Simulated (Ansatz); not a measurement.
# As (R-3m) in Ansatz: convergence with k mesh

Aim: find how far k mesh must go before the results for As settle, at r2SCAN. This setting moves, with any that are tied to it; all else stays.

All numbers are computed with Ansatz 0.2.0; they aren't measurements. Logs are shortened: lines on timing, memory, paths and dates and some standing lists are left out, and cuts for length are marked.

## Step 1: Starting point

Symmetry: R-3m, No. 166, trigonal system. Conventional cell: a = 3.762 Å, b = 3.762 Å, c = 10.542 Å, α = 90.00°, β = 90.00°, γ = 120.00°. As (site symmetry 3m) is surrounded by 3 As at 2.51 Å.

## Step 2: With k mesh 3 × 3 × 3

The input, input.yaml:

```yaml
crystal:
  lattice:
    - [1.8807968987, 1.0858785957, 3.5140619945]
    - [-1.8807968987, 1.0858785957, 3.5140619945]
    - [0.0, -2.1717571915, 3.5140619945]
  atoms:
    - { symbol: As, position: [0.226, 0.226, 0.226] }
    - { symbol: As, position: [0.774, 0.774, 0.774] }
hamiltonian:
  xc: r2scan
  pseudopotentials: { kind: paw, source: jth }
kpoints:
  mp_grid: { grid: [3, 3, 3] }
scf:
  occupations: { method: cold, width: 0.05 }
output:
  forces: true
  stress: true
  eigenvalues: true
```

Potentials or basis: JTH PAW.

On the command line:

```console
$ ansatz run input.yaml --threads 2 --pin off --max-ram 5632MiB --backend cpu --events-out ev --progress --plain --runs-dir out
```

Run time: 8.2 s. Hardware: 2 threads of Intel Xeon at 2.50GHz (Skylake/Cascade Lake), shared host; peak memory 0.86 GiB.

Results:

| Property | Result |
| --- | --- |
| Free energy | -9725.2513 eV |
| Pressure | 2.7 GPa |
| Largest force | 0.176 eV/Å |
| Band gap on the k mesh | 1.32 eV, indirect (least direct gap 1.86 eV) |

## Step 3: With k mesh 4 × 4 × 4

Changes to input.yaml since step 2:

```diff
@@ -12,3 +12,3 @@
 kpoints:
-  mp_grid: { grid: [3, 3, 3] }
+  mp_grid: { grid: [4, 4, 4] }
 scf:
```

Potentials or basis: JTH PAW.

On the command line:

```console
$ ansatz run input.yaml --threads 2 --pin off --max-ram 5632MiB --backend cpu --events-out ev --progress --plain --runs-dir out
```

Run time: 12 s. Hardware: 2 threads of Intel Xeon at 2.50GHz (Skylake/Cascade Lake), shared host; peak memory 0.88 GiB.

Results:

```
Free energy            : -9725.2073 eV
Pressure               : 2.0 GPa
Largest force          : 0.168 eV/Å
Band gap on the k mesh : 0.28 eV, indirect (least direct gap 0.31 eV)
```

## Step 4: With k mesh 5 × 5 × 5

Changes to input.yaml since step 3:

```diff
@@ -12,3 +12,3 @@
 kpoints:
-  mp_grid: { grid: [4, 4, 4] }
+  mp_grid: { grid: [5, 5, 5] }
 scf:
```

On the command line:

```console
$ ansatz run input.yaml --threads 2 --pin off --max-ram 5632MiB --backend cpu --events-out ev --progress --plain --runs-dir out
```

It took 12 s on 2 threads of Intel Xeon at 2.50GHz (Skylake/Cascade Lake), shared host; peak memory 0.92 GiB.

Results:

* Free energy: -9725.1790 eV
* Pressure: 1.6 GPa
* Largest force: 0.011 eV/Å
* Band gap on the k mesh: 0.14 eV, indirect (least direct gap 0.53 eV)

## Step 5: With k mesh 6 × 6 × 6

Changes to input.yaml since step 4:

```diff
@@ -12,3 +12,3 @@
 kpoints:
-  mp_grid: { grid: [5, 5, 5] }
+  mp_grid: { grid: [6, 6, 6] }
 scf:
```

On the command line:

```console
$ ansatz run input.yaml --threads 2 --pin off --max-ram 5632MiB --backend cpu --events-out ev --progress --plain --runs-dir out
```

Wall time 18 s (2 threads of Intel Xeon at 2.50GHz (Skylake/Cascade Lake), shared host); peak memory 0.97 GiB.

What came out:

* Free energy: -9725.1695 eV
* Pressure: 1.8 GPa
* Largest force: 0.056 eV/Å
* Band gap on the k mesh: none (metal or under the smearing width)

## Step 6: With k mesh 8 × 8 × 8

Changes to input.yaml since step 5:

```diff
@@ -12,3 +12,3 @@
 kpoints:
-  mp_grid: { grid: [6, 6, 6] }
+  mp_grid: { grid: [8, 8, 8] }
 scf:
```

Potentials or basis: JTH PAW.

On the command line:

```console
$ ansatz run input.yaml --threads 2 --pin off --max-ram 5632MiB --backend cpu --events-out ev --progress --plain --runs-dir out
```

It took 26 s on 2 threads of Intel Xeon at 2.50GHz (Skylake/Cascade Lake), shared host; peak memory 1 GiB.

It converged, with:

| Quantity | Value |
| --- | --- |
| Free energy | -9725.1464 eV |
| Pressure | 1.9 GPa |
| Largest force | 0.150 eV/Å |
| Band gap on the k mesh | none (metal or under the smearing width) |

## Step 7: With k mesh 10 × 10 × 10

Changes to input.yaml since step 6:

```diff
@@ -12,3 +12,3 @@
 kpoints:
-  mp_grid: { grid: [8, 8, 8] }
+  mp_grid: { grid: [10, 10, 10] }
 scf:
```

On the command line:

```console
$ ansatz run input.yaml --threads 2 --pin off --max-ram 5632MiB --backend cpu --events-out ev --progress --plain --runs-dir out
```

It took 44 s on 2 threads of Intel Xeon at 2.50GHz (Skylake/Cascade Lake), shared host; peak memory 1.1 GiB.

It converged, with:

```yaml
Free_energy: -9725.1390 eV
Pressure: 1.9 GPa
Largest_force: 0.176 eV/Å
Band_gap_on_the_k_mesh: none (metal or under the smearing width)
```

## Step 8: With k mesh 12 × 12 × 12

Changes to input.yaml since step 7:

```diff
@@ -12,3 +12,3 @@
 kpoints:
-  mp_grid: { grid: [10, 10, 10] }
+  mp_grid: { grid: [12, 12, 12] }
 scf:
```

On the command line:

```console
$ ansatz run input.yaml --threads 2 --pin off --max-ram 5632MiB --backend cpu --events-out ev --progress --plain --runs-dir out
```

Run time: 58 s. Hardware: 2 threads of Intel Xeon at 2.50GHz (Skylake/Cascade Lake), shared host; peak memory 1.3 GiB.

It converged, with:

```yaml
Free_energy: -9725.1356 eV
Pressure: 2.0 GPa
Largest_force: 0.179 eV/Å
Band_gap_on_the_k_mesh: none (metal or under the smearing width)
```

## Step 9: With k mesh 14 × 14 × 14

Changes to input.yaml since step 8:

```diff
@@ -12,3 +12,3 @@
 kpoints:
-  mp_grid: { grid: [12, 12, 12] }
+  mp_grid: { grid: [14, 14, 14] }
 scf:
```

Potentials or basis: JTH PAW.

On the command line:

```console
$ ansatz run input.yaml --threads 2 --pin off --max-ram 5632MiB --backend cpu --events-out ev --progress --plain --runs-dir out
```

The program printed:

```text
Warning: the checks of this As dataset prove no rule for summing its radial tables, as where they were carried onto another mesh than they were made on, and Gregory's rule is taken, under which a leading mesh point left out moves its sums only by what lay on the interval it spanned. That does not make them correct, and they differ from Quantum ESPRESSO's on this file; a re-export a fraction of a mesh step off can move them. hamiltonian.pseudopotentials.radial_quadrature: simpson_from_first_knot sums it by `pw.x`'s rule; on a PAW file no value gives `pw.x`'s numbers. What more to know: hamiltonian.pseudopotentials.radial_quadrature, in the input reference
Warning: RAYON_NUM_THREADS=2 ignored (pool sized by the plan → 2); use --threads N
Engine: ansatz 0.2.0, x86_64-unknown-linux-gnu
Pseudopotentials: kind: paw
Pseudopotential: As, paw, valence charge 15, recommended cutoff 1350 eV (normal), As.paw.azcp
Functional definition: r2SCAN
  parameter k0 = 0.174
  parameter k1 = 0.065
  parameter a1 = 4.9479
  exchange = r2scan_x(k0 = k0, k1 = k1, a1 = a1)
  correlation = r2scan_c
Crystal: 2 atoms, lattice volume = 43.061 Å³
Basis set: ecut = 1350 eV, 4875 PW (Γ), exchange–correlation on 200×200×200 points (64 copies of the dense FFT grid, shifted against one another)
Bands: 19, of which v1, the nominal top of the filled ones, is band 15 counted from 1 (14 counted from 0)
Symmetry: 12 space group operations
Space group: R-3m (ITA 166), of the structure as read, at distance tolerance 3.5e-5 Å
k-points: 288 of 2744
Non-local potential: As, projectors of the file, l = 0: 2, l = 1: 2, l = 2: 2
PAW form: soft (Blöchl's): semilocal exchange-correlation on the pseudo side does not see the compensation charge
PAW frozen core: As, regenerated for the run's functional (the file was generated under x = pbe(κ = 0.804, μ = 0.2195149727645171), c = pbe(β = 0.06672455060314922))
PAW one-centre angular grid: As, 590 points (default); XC on 160 Gauss nodes
Initial density: superposition of atomic densities (chi_scale 0.1, normalization cell)
Initial wavefunctions: pseudopotential atomic-orbital guess
Functional: x = r2scan, c = r2scan; τ floored in thin density (d = 2e-4 eV/Å³)
iter 1 solved again at ethr=6.26e-4 eV; its pass at ethr=3.10e-3 eV (dr2=1.88e-1 eV) is discarded
[... 9 lines left out ...]
SCF converged after 7 iterations
Stability not checked: this state was not tested for a lower state beside it, because cold or Methfessel-Paxton smearing, or corrected tetrahedra, fill the levels in a way that the test cannot read (fill_not_monotonic; see scf.lower_state_search)
Free energy (F): -9725.134593 eV
Harris-Foulkes:  -9725.134593 eV  (|F-HF|=1.07e-8)
Internal energy: -9725.134621 eV  (E = F + TS)
E sigma→0 (E₀):  -9725.134602 eV
Entropy (-TS):   0.000027 eV (0.014 meV/atom)
Fermi energy:    10.787740 eV
--- Per-component energies (eV) ---
  E_band       = -490.424054
  E_kinetic    = 211.249124
  E_local      = -4730.935849  (includes V_loc(G=0)·N_el)
  E_nonlocal   = 36.950303
  E_hartree    = 1790.438021
  E_xc         = -113.427519
  E_vxc        = -165.207901  (∫ρ·V_xc dr)
  E_paw        = -3660.107277  (= ΣΔE_a)
  E_vpaw       = 565.528144  (= ΣTr[D̂ρ^β])
  E_aug_tail   = 0.000006  (compensation charges beyond the density's cutoff)
  E_vtau       = 11.115112  (kinetic-family band-sum trace: ∫τ·v_τ [+ j·A + Jᵃ·Aᵃ] dr)
  E_ewald      = -3256.407433
  E_core_change = -2.893996  (= ΣΔE_core)
  E_smearing   = 0.000027  (= −TS)
  E_closure    = 0.000000  (closes the sum)
  Σ components = -9725.134593   (vs F -9725.134593, Δ=0.00e0)
--- Forces (eV/Å), atoms counted from 1 ---
  atom   1  As     0.00000000    -0.00000000     0.16679687
  atom   2  As    -0.00000000     0.00000000    -0.16679687
  max |Σ_I F_I| component: 0.00e0 eV/Å
--- Stress (GPa, compression-positive) ---
        1.813513       0.000000      -0.000000
       -0.000000       1.813513      -0.000000
       -0.000000      -0.000000       2.278142
  P = ⅓ Tr σ = 1.9684 GPa (19.684 kbar)
--- Band table (eV; the first three rows and the last of 288) ---
  k-point 0: bands = ["-26.5379", "-26.5379", "-26.4906", "-26.4906", "-26.4505", "-26.4130", "-26.4130", "-26.3975", "-26.3644", "-26.3644", "-5.0981", "4.7672", "8.0168", "8.4161", "8.4161", "12.3856", "13.6770", "13.6770", "18.0374"]
  k-point 1: bands = ["-26.5374", "-26.5364", "-26.4899", "-26.4893", "-26.4502", "-26.4138", "-26.4131", "-26.3987", "-26.3657", "-26.3652", "-5.0263", "4.4906", "8.0498", "8.3599", "8.3885", "12.5547", "13.5434", "13.6353", "17.5175"]
  k-point 2: bands = ["-26.5358", "-26.5318", "-26.4881", "-26.4856", "-26.4492", "-26.4162", "-26.4134", "-26.4022", "-26.3692", "-26.3674", "-4.8116", "3.7652", "7.9217", "8.2124", "8.5793", "12.6519", "13.3423", "13.4670", "16.8683"]
  k-point 287: bands = ["-26.5253", "-26.5253", "-26.4857", "-26.4857", "-26.4458", "-26.4151", "-26.4151", "-26.4011", "-26.3795", "-26.3795", "-3.7846", "0.3077", "8.6926", "8.6926", "10.2275", "11.4665", "11.4665", "12.6704", "19.3982"]
```

Wall time 76 s (2 threads of Intel Xeon at 2.50GHz (Skylake/Cascade Lake), shared host); peak memory 1.5 GiB.

What came out:

| Property | Result |
| --- | --- |
| Free energy | -9725.1346 eV |
| Pressure | 2.0 GPa |
| Largest force | 0.167 eV/Å |
| Band gap on the k mesh | none (metal or under the smearing width) |

## Step 10: The series at a glance

```
      k mesh  energy less the tightest run, at zero smearing (meV/atom)  pressure (GPa)  largest force (eV/Å)  gap on the mesh (eV)  SCF cycles  CPU time (s)  peak memory (GiB)
   3 × 3 × 3                                                     -58.37            2.72                 0.176                 1.322           6            14               0.86
   4 × 4 × 4                                                     -36.33            2.04                 0.168                 0.276           8            21               0.88
   5 × 5 × 5                                                     -22.24            1.62                 0.011                 0.145           6            21               0.92
   6 × 6 × 6                                                     -17.40            1.82                 0.056                 0.000           7            32               0.97
   8 × 8 × 8                                                      -5.85            1.90                 0.150                 0.000           6            49                  1
10 × 10 × 10                                                      -2.16            1.89                 0.176                 0.000           6            83                1.1
12 × 12 × 12                                                      -0.51            1.96                 0.179                 0.000           6           110                1.3
14 × 14 × 14                                                       0.00            1.97                 0.167                 0.000           7           150                1.5
```

Against the tightest run, the energy stays within 1 meV/atom from 12 × 12 × 12 on; the pressure stays within 0.1 GPa from 8 × 8 × 8 on; the gap on the mesh stays within 0.01 eV from 6 × 6 × 6 on. Not settled before the last step: the largest force (to 0.005 eV/Å). Meshes of other sizes hit other points, so gaps and Fermi surfaces needn't settle smoothly. The tightest run that finished is the yardstick and may itself not be fully converged.
